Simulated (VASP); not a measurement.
VASP inputs for MgSe (strained rocksalt)

INCAR

```
NELM = 120
LWAVE = .FALSE.
LREAL = .FALSE.
EDIFF = 1E-7
NBANDS = 11
LELF = .TRUE.
ISIF = 2
LCHARG = .TRUE.
ENCUT = 520
GGA = PE
NSW = 0
IBRION = -1
LASPH = .TRUE.
SIGMA = 0.02
PREC = Accurate
ISMEAR = -1
```

KPOINTS

```
KPOINTS created by Atomic Simulation Environment
0
Gamma
8 8 8
0 0 0
```

KPOINTS_OPT

```
special points
6
Reciprocal
0.0000000000 0.0000000000 0.0000000000 1
0.5000000000 0.0000000000 0.5000000000 1
0.6250000000 0.2500000000 0.6250000000 1
0.3750000000 0.3750000000 0.7500000000 1
0.5000000000 0.5000000000 0.5000000000 1
0.5000000000 0.2500000000 0.7500000000 1
```

POSCAR

```
Mg Se
 1.0000000000000000
    -0.0321055607000000    2.7041638154999998    2.7041638154999998
     2.7041638154999998   -0.0321055607000000    2.7041638154999998
     2.7041638154999998    2.7041638154999998   -0.0321055607000000
 Mg  Se
   1   1
Cartesian
  0.0000000000000000  0.0000000000000000  0.0000000000000000
  2.6881110351500004  2.6881110351500004  2.6881110351500004
```

VASP ran with the recommended PBE PAW datasets (8 valence electrons in the cell).

Q: Estimate the main results of this run.

A: gap between bands v and c 1.70 eV; least direct gap 2.52 eV; pressure 2.3 GPa.

Band v is the last that the valence electrons fill when counted band by band, and c is the next. Levels in eV from the top of v:

```
point    v−1      v     c   c+1
    Γ  -0.17   0.00  2.52  7.20
    X  -1.99  -1.84  1.70  3.83
    K  -3.44  -1.63  2.87  6.28
    L  -0.79  -0.79  3.61  5.86
    W  -3.45  -2.68  4.45  6.86
```
